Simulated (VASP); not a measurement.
# Sb (I4/mmm) in VASP: notebook

Runs on Sb. Level: r2SCAN. Tasks: single point.

Program: VASP 6.6.1. These are calculated values, not measurements. Logs are shortened: lines on timing, memory, paths and dates and some standing lists are left out, and cuts for length are marked.

## 1. The crystal as given

The structure is tetragonal, space group I4/mmm (No. 139). The conventional cell has a = 3.153 Å, b = 3.153 Å, c = 5.424 Å, α = 90.00°, β = 90.00°, γ = 90.00°. Around Sb (site symmetry 4/mmm) lie 12 Sb at 3.15 to 3.51 Å.

This isn't the form of Sb at room conditions, which is rhombohedral.

## 2. Single point, r2SCAN

Contents of INCAR:

```
SYSTEM = Sb
PREC = Accurate
ENCUT = 400
EDIFF = 1E-6
ISMEAR = 1
SIGMA = 0.1
LREAL = .FALSE.
LASPH = .TRUE.
NELM = 100
ALGO = Normal
ISIF = 2
LWAVE = .FALSE.
LCHARG = .FALSE.
METAGGA = R2SCAN
LMIXTAU = .TRUE.
ADDGRID = .FALSE.
```

Contents of KPOINTS:

```
regular mesh
0
G
  15 15 15
  0 0 0
```

Contents of POSCAR:

```
Sb
1.0
   -1.5638750000      1.6131910000      2.7402030000
    1.6104090000     -1.5604430000      2.7365900000
    1.5281950000      1.5247630000     -2.7095380000
Sb
1
Direct
    0.0004760000      0.0218010000      0.0165680000
```

Potentials or basis: VASP PAW PBE potentials, release 64 (Sb).

The run is started by

```sh
> cat potpaw_PBE.64/Sb/POTCAR > POTCAR
> mpirun -np 1 vasp_std > vasp.out
```

OUTCAR:

```text
SYSTEM = Sb
   PREC = Accurate
   ENCUT = 400
   EDIFF = 1E-6
   ISMEAR = 1
   LREAL = .FALSE.
   LASPH = .TRUE.
   NELM = 100
   ISIF = 2
   METAGGA = R2SCAN

 Found   1688 irreducible k-points:

 Following reciprocal coordinates:
            Coordinates               Weight
  0.000000  0.000000  0.000000      1.000000
  0.066667 -0.000000  0.000000      2.000000
  0.133333 -0.000000  0.000000      2.000000
  0.200000 -0.000000 -0.000000      2.000000
  0.266667 -0.000000  0.000000      2.000000
  0.333333 -0.000000  0.000000      2.000000
   k-points           NKPTS =   1688   k-points in BZ     NKDIM =   1688   number of bands    NBANDS=      6
   number of dos      NEDOS =    301   number of ions     NIONS =      1
   total plane-waves  NPLWV =  13824
   dimension x,y,z NGX =    24 NGY =   24 NGZ =   24
   dimension x,y,z NGXF=    48 NGYF=   48 NGZF=   48
   ions per type =               1
   NGX,Y,Z   is equivalent  to a cutoff of  11.26, 11.28, 11.52 a.u.
   NGXF,Y,Z  is equivalent  to a cutoff of  22.52, 22.55, 23.03 a.u.
 SYSTEM =  Sb
   PREC   = accura    normal or accurate (medium, high low for compatibility)
   ISTART =      0    job   : 0-new  1-cont  2-samecut
   ICHARG =      2    charge: 1-file 2-atom 10-const
   ISPIN  =      1    spin polarized calculation?
   LNONCOLLINEAR =      F non collinear calculations
   LSORBIT =      F    spin-orbit coupling
   LASPH  =      T    aspherical Exc in radial PAW
   ENCUT  =  400.0 eV  29.40 Ry    5.42 a.u.   5.78  5.77  5.65*2*pi/ulx,y,z
   NELM   =    100;   NELMIN=  2; NELMDL= -5     # of ELM steps
   EDIFF  = 0.1E-05   stopping-criterion for ELM
   LREAL  =      F    real-space projection
   EDIFFG = 0.1E-04   stopping-criterion for IOM
   NSW    =      0    number of steps for IOM
   IBRION =     -1    ionic relax: 0-MD 1-quasi-New 2-CG
   NFREE  =      0    steps in history (QN), initial steepest desc. (CG)
   ISIF   =      2    stress and relaxation
   ISYM   =      2    0-nonsym 1-usesym 2-fastsym
   POTIM  = 0.5000    time-step for ionic-motion
   TEBEG  =    0.0;   TEEND  =   0.0 temperature during run
   PSTRESS=    0.0 pullay stress
   NELECT =       5.0000    total number of electrons
   NUPDOWN=      -1.0000    fix difference up-down
   EMIN   =  10.00;   EMAX   =-10.00  energy-range for DOS
   EFERMI =   0.00;   METHOD = LEGACY
   ISMEAR =     1;   SIGMA  =   0.10  broadening in eV -4-tet -1-fermi 0-gaus
   EFERMI_NEDOS =   21; number of points for ismear=-14 and -15
   IALGO  =     38    algorithm
   IMIX   =      4    mixing-type and parameters
     AMIX     =   0.40;   BMIX     =  1.00
     AMIX_MAG =   1.60;   BMIX_MAG =  1.00
  volume/ion in A,a.u.               =      26.96       181.95
  Fermi-wavevector in a.u.,A,eV,Ry     =   0.933573  1.764197 11.858272  0.871558
  Thomas-Fermi vector in A             =   2.060288
   LORBIT       =      0    0 simple, 1 ext, 2 COOP (PROOUT), +10 PAW based schemes
   METAGGA = R2SCAN    functional components
   LHFCALC =     F    Hartree Fock is set to
   AEXX    =    0.0000 exact exchange contribution
   IVDW    =     0    specifies the selected vdW correction
   LEPSILON=     F    determine dielectric tensor
   LRPA    =     F    only Hartree local field effects (RPA)
 non-spin polarized calculation
 Methfessel and Paxton  Order N= 1 SIGMA  =   0.10
  energy-cutoff  :      400.00
  volume of cell :       26.96
 maximum number of plane-waves:       503
   NGX = 11   NGY = 11   NGZ = 11

 number of electron       5.0000000 magnetization

 Free energy of the ion-electron system (eV)
  ---------------------------------------------------
  ext. energy  EPLUGINS =         0.00000000
  ---------------------------------------------------
  free energy    TOTEN  =       -25.26484054 eV

  energy without entropy =      -25.26492597  energy(sigma->0) =      -25.26486902

 E-fermi :   8.4994     XC(G=0): -10.7777

 val. band max:        8.4958249349   @ k =  -0.4000  -0.4667   0.3333
 cond. band min:       8.5000568866   @ k =   0.1333  -0.0000   0.4000
 fundamental gap:      0.0042319517
 Fermi energy:         8.4994486136

 k-point     1 :       0.0000    0.0000    0.0000
  band No.  band energies     occupation
      1      -5.1332      2.00000
      2      13.1633      0.00000
      3      14.2016      0.00000
      4      14.2552      0.00000
      5      18.1082      0.00000
      6      19.3440      0.00000

 k-point     2 :       0.0667   -0.0000    0.0000
  band No.  band energies     occupation
      1      -5.0403      2.00000
      2      12.7393      0.00000
      3      13.5317      0.00000
      4      14.2104      0.00000
      5      18.3613      0.00000
      6      18.6669      0.00000

 k-point     3 :       0.1333   -0.0000    0.0000
  band No.  band energies     occupation
      1      -4.7626      2.00000
      2      11.1387      0.00000
      3      12.7418      0.00000
      4      14.1842      0.00000
      5      17.5298      0.00000
      6      18.6429      0.00000

 k-point     4 :       0.2000   -0.0000   -0.0000
  band No.  band energies     occupation
      1      -4.3032      2.00000
      2       9.1020     -0.00000
      3      12.0724      0.00000
      4      14.1718      0.00000
      5      16.7051      0.00000
      6      18.5891      0.00000

 k-point     5 :       0.2667   -0.0000    0.0000
  band No.  band energies     occupation
      1      -3.6703      2.00000
      2       7.0802      2.00000
      3      11.4575      0.00000
      4      14.1906      0.00000
      5      16.0592      0.00000
      6      18.5932      0.00000

 k-point     6 :       0.3333   -0.0000    0.0000
  band No.  band energies     occupation
      1      -2.8851      2.00000
      2       5.2067      2.00000
      3      10.9525      0.00000
      4      14.2416      0.00000
      5      15.5830      0.00000
      6      18.7105      0.00000

 [... further k-points ...]

------------------------ aborting loop because EDIFF is reached ----------------------------------------

  FORCE on cell =-STRESS in cart. coord.  units (eV):
  Direction    XX          YY          ZZ          XY          YZ          ZX
  --------------------------------------------------------------------------------------
  -------------------------------------------------------------------------------------
  Total        0.1587483      0.1535295      0.3277466     -0.1123739      0.0524046      0.0471759
  in kB        9.4334344      9.1233169     19.4759661     -6.6776890      3.1140851      2.8033742
  external PRESSURE =      12.6775725 kB  Pullay stress =       0.0000000 kB

 VOLUME and BASIS-vectors are now :
 -----------------------------------------------------------------------------
  energy-cutoff  :      400.00
  volume of cell :       26.96
      direct lattice vectors                 reciprocal lattice vectors
    -1.563875000  1.613191000  2.740203000     0.002055809  0.316948054  0.179518554
     1.610409000 -1.560443000  2.736590000     0.317083613  0.001847581  0.179876686
     1.528195000  1.524763000 -2.709538000     0.322328449  0.322401118 -0.005843793

 POSITION                                       TOTAL-FORCE (eV/Angst)
 -----------------------------------------------------------------------------------
      0.05968     -0.00799      0.01607         0.000000      0.000000      0.000000
 -----------------------------------------------------------------------------------
    total drift:                               -0.000000     -0.000000      0.000001

  FREE ENERGIE OF THE ION-ELECTRON SYSTEM (eV)
  ---------------------------------------------------
  free  energy   TOTEN  =       -25.2648405396 eV

  energy  without entropy=      -25.2649259680  energy(sigma->0) =      -25.26486902
```

It took 3.7 min on 1 thread of Intel Xeon 6975P-C (Granite Rapids), shared host; peak memory 0.32 GiB.

These settings aren't checked as converged: the numbers below hold their error.

Results:

- Free energy: -25.2648 eV
- Pressure: 1.3 GPa
- Band gap on the k mesh: none (metal or under the smearing width)

Caveat: the PAW data sets were made with another functional, which shifts forces and pressure a little.

## 3. Single point, r2SCAN

INCAR: that of step 2 with these lines changed.

```diff
@@ -4,3 +4,3 @@
 EDIFF = 1E-6
-ISMEAR = 1
+ISMEAR = -1
 SIGMA = 0.1
```

KPOINTS is that of step 2.

Contents of POSCAR:

```
Sb
1.0
   -1.5765401831      1.5765401831      2.7119384313
    1.5765401831     -1.5765401831      2.7119384313
    1.5765401831      1.5765401831     -2.7119384313
Sb
1
Direct
    0.0000000000      0.0000000000      0.0000000000
```

Potentials or basis: VASP PAW PBE potentials, release 64 (Sb).

The run is started by

```sh
> cat potpaw_PBE.64/Sb/POTCAR > POTCAR
> mpirun -np 1 vasp_std > vasp.out
```

OUTCAR:

```text
SYSTEM = Sb
   PREC = Accurate
   ENCUT = 400
   EDIFF = 1E-6
   ISMEAR = -1
   LREAL = .FALSE.
   LASPH = .TRUE.
   NELM = 100
   ISIF = 2
   METAGGA = R2SCAN

 Found    288 irreducible k-points:

 Following reciprocal coordinates:
            Coordinates               Weight
  0.000000  0.000000  0.000000      1.000000
  0.066667  0.000000  0.000000      8.000000
  0.133333  0.000000 -0.000000      8.000000
  0.200000  0.000000 -0.000000      8.000000
  0.266667  0.000000 -0.000000      8.000000
  0.333333  0.000000 -0.000000      8.000000
[... 127 lines left out ...]
 [... further k-points ...]

------------------------ aborting loop because EDIFF is reached ----------------------------------------

  FORCE on cell =-STRESS in cart. coord.  units (eV):
  Direction    XX          YY          ZZ          XY          YZ          ZX
  --------------------------------------------------------------------------------------
  -------------------------------------------------------------------------------------
  Total        0.1130157      0.1130157      0.3759542      0.0000000      0.0000000      0.0000000
  in kB        6.7158285      6.7158285     22.3406412      0.0000000      0.0000000      0.0000000
  external PRESSURE =      11.9240994 kB  Pullay stress =       0.0000000 kB

 VOLUME and BASIS-vectors are now :
 -----------------------------------------------------------------------------
  energy-cutoff  :      400.00
  volume of cell :       26.96
      direct lattice vectors                 reciprocal lattice vectors
    -1.576540183  1.576540183  2.711938431     0.000000000  0.317150178  0.184369967
     1.576540183 -1.576540183  2.711938431     0.317150178  0.000000000  0.184369967
     1.576540183  1.576540183 -2.711938431     0.317150178  0.317150178  0.000000000

 POSITION                                       TOTAL-FORCE (eV/Angst)
 -----------------------------------------------------------------------------------
      0.00000      0.00000      0.00000        -0.000000      0.000000      0.000000
 -----------------------------------------------------------------------------------
    total drift:                                0.000000      0.000000      0.000000

  FREE ENERGIE OF THE ION-ELECTRON SYSTEM (eV)
  ---------------------------------------------------
  free  energy   TOTEN  =       -25.2723554811 eV

  energy  without entropy=      -25.2494463333  energy(sigma->0) =      -25.26090091
```

It took 41 s on 1 thread of Intel Xeon 6975P-C (Granite Rapids), shared host; peak memory 0.16 GiB.

These settings aren't checked as converged: the numbers below hold their error.

What came out:

```
Free energy            : -25.2724 eV
Pressure               : 1.2 GPa
Band gap on the k mesh : none (metal or under the smearing width)
```

Caveat: the PAW data sets were made with another functional, which shifts forces and pressure a little.

## 4. Single point, r2SCAN

INCAR is that of step 3.

KPOINTS is that of step 3.

Contents of POSCAR:

```
Sb
1.0
   -1.5638750000      1.6131910000      2.7402030000
    1.6104090000     -1.5604430000      2.7365900000
    1.5281950000      1.5247630000     -2.7095380000
Sb
1
Direct
    0.0004760000      0.0218010000      0.0165680000
```

The run is started by

```sh
> cat potpaw_PBE.64/Sb/POTCAR > POTCAR
> mpirun -np 1 vasp_std > vasp.out
```

Wall time 4 min (1 thread of Intel Xeon 6975P-C (Granite Rapids), shared host); peak memory 0.32 GiB.

The run converged, but some of its settings lie outside the range that counts as converged, so its numbers aren't taken as properties of the crystal.

What came out:

| Item | Value |
| --- | --- |
| Free energy | -25.2764 eV |
| Pressure | 1.4 GPa |
| Band gap on the k mesh | none (metal or under the smearing width) |

Caveat: the PAW data sets were made with another functional, which shifts forces and pressure a little.

## 5. Single point, r2SCAN

INCAR: that of step 4 with these lines changed.

```diff
@@ -2,5 +2,5 @@
 PREC = Accurate
-ENCUT = 400
+ENCUT = 900
 EDIFF = 1E-6
-ISMEAR = -1
+ISMEAR = 0
 SIGMA = 0.1
```

Contents of KPOINTS:

```
regular mesh
0
G
  11 11 11
  0 0 0
```

Contents of POSCAR:

```
Sb
1.0
   -1.5765401831      1.5765401831      2.7119384313
    1.5765401831     -1.5765401831      2.7119384313
    1.5765401831      1.5765401831     -2.7119384313
Sb
1
Direct
    0.0000000000      0.0000000000      0.0000000000
```

Potentials or basis: VASP PAW PBE potentials, release 64 (Sb).

The run is started by

```sh
> cat potpaw_PBE.64/Sb/POTCAR > POTCAR
> mpirun -np 1 vasp_std > vasp.out
```

OUTCAR:

```text
SYSTEM = Sb
   PREC = Accurate
   ENCUT = 900
   EDIFF = 1E-6
   ISMEAR = 0
   LREAL = .FALSE.
   LASPH = .TRUE.
   NELM = 100
   ISIF = 2
   METAGGA = R2SCAN

 Found    126 irreducible k-points:

 Following reciprocal coordinates:
            Coordinates               Weight
  0.000000  0.000000  0.000000      1.000000
  0.090909  0.000000  0.000000      8.000000
  0.181818  0.000000 -0.000000      8.000000
  0.272727  0.000000 -0.000000      8.000000
  0.363636  0.000000 -0.000000      8.000000
  0.454545  0.000000 -0.000000      8.000000
   k-points           NKPTS =    126   k-points in BZ     NKDIM =    126   number of bands    NBANDS=      6
   number of dos      NEDOS =    301   number of ions     NIONS =      1
   total plane-waves  NPLWV =  46656
   dimension x,y,z NGX =    36 NGY =   36 NGZ =   36
   dimension x,y,z NGXF=    72 NGYF=   72 NGZF=   72
   ions per type =               1
   NGX,Y,Z   is equivalent  to a cutoff of  17.05, 17.05, 17.05 a.u.
   NGXF,Y,Z  is equivalent  to a cutoff of  34.09, 34.09, 34.09 a.u.
 SYSTEM =  Sb
   PREC   = accura    normal or accurate (medium, high low for compatibility)
   ISTART =      0    job   : 0-new  1-cont  2-samecut
   ICHARG =      2    charge: 1-file 2-atom 10-const
   ISPIN  =      1    spin polarized calculation?
   LNONCOLLINEAR =      F non collinear calculations
   LSORBIT =      F    spin-orbit coupling
   LASPH  =      T    aspherical Exc in radial PAW
[... 57 lines left out ...]

 k-point     1 :       0.0000    0.0000    0.0000
  band No.  band energies     occupation
      1      -5.1339      2.00000
      2      13.3301      0.00000
      3      14.1972      0.00000
      4      14.1972      0.00000
      5      18.1668      0.00000
      6      19.6758      0.00000
[... 37 lines left out ...]
 k-point     6 :       0.4545    0.0000   -0.0000
  band No.  band energies     occupation
      1      -1.2872      2.00000
      2       2.6559      2.00000
      3      10.3283      0.00000
      4      14.1318      0.00000
      5      15.0513      0.00000
      6      19.0551      0.00000

 [... further k-points ...]

------------------------ aborting loop because EDIFF is reached ----------------------------------------

  FORCE on cell =-STRESS in cart. coord.  units (eV):
  Direction    XX          YY          ZZ          XY          YZ          ZX
  --------------------------------------------------------------------------------------
  -------------------------------------------------------------------------------------
  Total        0.1049474      0.1049474      0.2369652      0.0000000      0.0000000      0.0000000
  in kB        6.2363783      6.2363783     14.0813805      0.0000000      0.0000000      0.0000000
  external PRESSURE =       8.8513790 kB  Pullay stress =       0.0000000 kB

 VOLUME and BASIS-vectors are now :
 -----------------------------------------------------------------------------
  energy-cutoff  :      900.00
  volume of cell :       26.96
      direct lattice vectors                 reciprocal lattice vectors
    -1.576540183  1.576540183  2.711938431     0.000000000  0.317150178  0.184369967
     1.576540183 -1.576540183  2.711938431     0.317150178  0.000000000  0.184369967
     1.576540183  1.576540183 -2.711938431     0.317150178  0.317150178  0.000000000

 POSITION                                       TOTAL-FORCE (eV/Angst)
 -----------------------------------------------------------------------------------
      0.00000      0.00000      0.00000         0.000000     -0.000000      0.000000
 -----------------------------------------------------------------------------------
    total drift:                               -0.000000      0.000000      0.000000

  FREE ENERGIE OF THE ION-ELECTRON SYSTEM (eV)
  ---------------------------------------------------
  free  energy   TOTEN  =       -25.2642736443 eV

  energy  without entropy=      -25.2614544357  energy(sigma->0) =      -25.26286404
```

Run time: 89 s. Hardware: 1 thread of Intel Xeon 6975P-C (Granite Rapids), shared host; peak memory 0.25 GiB.

The run converged, but some of its settings lie outside the range that counts as converged, so its numbers aren't taken as properties of the crystal.

What came out:

| Item | Value |
| --- | --- |
| Free energy | -25.2643 eV |
| Pressure | 0.9 GPa |
| Band gap on the k mesh | none (metal or under the smearing width) |

Caveat: the PAW data sets were made with another functional, which shifts forces and pressure a little.

## 6. Single point, r2SCAN

INCAR is that of step 5.

KPOINTS is that of step 5.

Contents of POSCAR:

```
Sb
1.0
   -1.5638750000      1.6131910000      2.7402030000
    1.6104090000     -1.5604430000      2.7365900000
    1.5281950000      1.5247630000     -2.7095380000
Sb
1
Direct
    0.0004760000      0.0218010000      0.0165680000
```

Potentials or basis: VASP PAW PBE potentials, release 64 (Sb).

The run is started by

```sh
> cat potpaw_PBE.64/Sb/POTCAR > POTCAR
> mpirun -np 1 vasp_std > vasp.out
```

It took 7.2 min on 1 thread of Intel Xeon 6975P-C (Granite Rapids), shared host; peak memory 0.44 GiB.

These settings aren't checked as converged: the numbers below hold their error.

What came out:

- Free energy: -25.2653 eV
- Pressure: 1.1 GPa
- Band gap on the k mesh: none (metal or under the smearing width)

Caveat: the PAW data sets were made with another functional, which shifts forces and pressure a little.
